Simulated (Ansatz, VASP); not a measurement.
TiSi2: VASP beside Ansatz

```
CELL_PARAMETERS angstrom
3.38977 0.00000 0.00000
0.00000 3.38977 0.00000
0.00000 0.00000 4.86826
ATOMIC_POSITIONS crystal
Ti 0.00000 0.00000 0.50000
Si 0.50000 0.50000 0.00000
Si 0.00000 0.00000 0.00000
```

Alike in both runs: functional PBE; k mesh 6 × 6 × 6; occupations gaussian, width 0.1 eV; no spin polarisation.

Ansatz relaxed the structure, and its values are those at the end. VASP's run is a single point on that final structure, the one shown.

|  | VASP | Ansatz |
| --- | --- | --- |
| version | VASP 6.6.1 | Ansatz 0.2.0 |
| potentials or method | VASP PAW PBE potentials, release 64 (Ti_sv, Si) | scalar-relativistic, plane waves, PAW |
| plane-wave cutoff (eV) | 520 | 420 |
| valence electrons in the cell | 20 | 20 |

```tsv
	VASP	Ansatz	Ansatz less VASP
gap on the k mesh at the Fermi level (eV)	none	none	-
pressure (GPa)	-0.1	0.0	+0.02
```

A gap of «none» marks a metal or a gap that the smearing closes. With one functional, cell and mesh, what is left measures potentials, basis and numerics.
